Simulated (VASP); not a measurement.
## A VASP 6.6.1 single-point calculation on BeTe

INCAR

```
ENCUT = 520
METAGGA = R2SCAN
LCHARG = .FALSE.
SIGMA = 0.01
ISMEAR = 0
LREAL = .FALSE.
ISIF = 2
EDIFF = 1E-7
IBRION = -1
NBANDS = 11
TIME = 2
PREC = Accurate
LWAVE = .FALSE.
ALGO = Damped
NELM = 74
LASPH = .TRUE.
NSW = 0
```

KPOINTS

```
KPOINTS created by Atomic Simulation Environment
0
Gamma
8 8 8
0 0 0
```

POSCAR

```
Be Te
 1.0000000000000000
     0.0000000000000000    2.7154786804000000    2.7154786804000000
     2.7154786804000000    0.0000000000000000    2.7154786804000000
     2.7154786804000000    2.7154786804000000    0.0000000000000000
 Be  Te
   1   1
Cartesian
  0.0000000000000000  0.0000000000000000  0.0000000000000000
  1.3577393402000000  1.3577393402000000  1.3577393402000000
```

The recommended PBE PAW datasets give the neutral cell 8 valence electrons.

Command

```
mpirun -np 1 vasp_std
```

Task: Predict the outcome of this run.

Result: It didn't converge.

OSZICAR

```
N       E                     dE             d eps       ncg     rms           ort
DAV:   1     0.111566812211E+02    0.11157E+02   -0.36723E+03   319   0.685E+02
DAV:   2    -0.246203137298E+02   -0.35777E+02   -0.34163E+02   319   0.126E+02
DAV:   3    -0.304907552511E+02   -0.58704E+01   -0.56845E+01   319   0.514E+01
DAV:   4    -0.314653759396E+02   -0.97462E+00   -0.96075E+00   319   0.220E+01
DAV:   5    -0.316400972790E+02   -0.17472E+00   -0.17262E+00   319   0.860E+00
SDA:   6    -0.304023588337E+02    0.12377E+01   -0.56668E+00   319   0.283E+00   0.000E+00
DMP:   7    -0.303146170213E+02    0.87742E-01   -0.11607E+01   319   0.580E+00  -0.360E+00
DMP:   8    -0.299089231283E+02    0.40569E+00   -0.35932E+01   319   0.180E+01  -0.982E+00
DMP:   9    -0.283999998010E+02    0.15089E+01   -0.12070E+02   319   0.603E+01  -0.317E+01
DMP:  10    -0.236193413516E+02    0.47807E+01   -0.43666E+02   319   0.218E+02  -0.102E+02
...
DMP:  66    -0.305357946392E+02    0.89147E-03   -0.22787E-01   319   0.114E-01  -0.934E-02
DMP:  67    -0.305343234700E+02    0.14712E-02   -0.30300E-01   319   0.152E-01  -0.118E-01
DMP:  68    -0.305327793334E+02    0.15441E-02   -0.37282E-01   319   0.186E-01  -0.142E-01
DMP:  69    -0.305302972418E+02    0.24821E-02   -0.51843E-01   319   0.259E-01  -0.180E-01
DMP:  70    -0.305275547437E+02    0.27425E-02   -0.64701E-01   319   0.324E-01  -0.214E-01
DMP:  71    -0.305230437434E+02    0.45110E-02   -0.96621E-01   319   0.483E-01  -0.271E-01
DMP:  72    -0.305175156502E+02    0.55281E-02   -0.12725E+00   319   0.636E-01  -0.315E-01
DMP:  73    -0.305082613455E+02    0.92543E-02   -0.20286E+00   319   0.101E+00  -0.398E-01
DMP:  74    -0.304956823528E+02    0.12579E-01   -0.27796E+00   319   0.139E+00  -0.458E-01
   1 F= -.30495682E+02 E0= -.30495682E+02  d E =-.858804E-39
```

Standard output (part)

```
POSCAR found type information on POSCAR BeTe
 POSCAR found :  2 types and       2 ions
 LDA part: xc-table for (None), standard interpolation
 POSCAR, INCAR and KPOINTS ok, starting setup
 WAVECAR not read
 entering main loop
 final diagonalization occupied
|     The electronic self-consistency was not achieved in the given           |
|     number of steps (NELM). The forces and other quantities evaluated       |
|     might not be reliable so examine the results carefully. If you find     |
|     spurious results, we suggest increasing NELM, if you were close to      |
|     convergence or switching to a different ALGO or adjusting the           |
|     density mixing parameters otherwise.                                    |
```

The fault: damping step far too long.
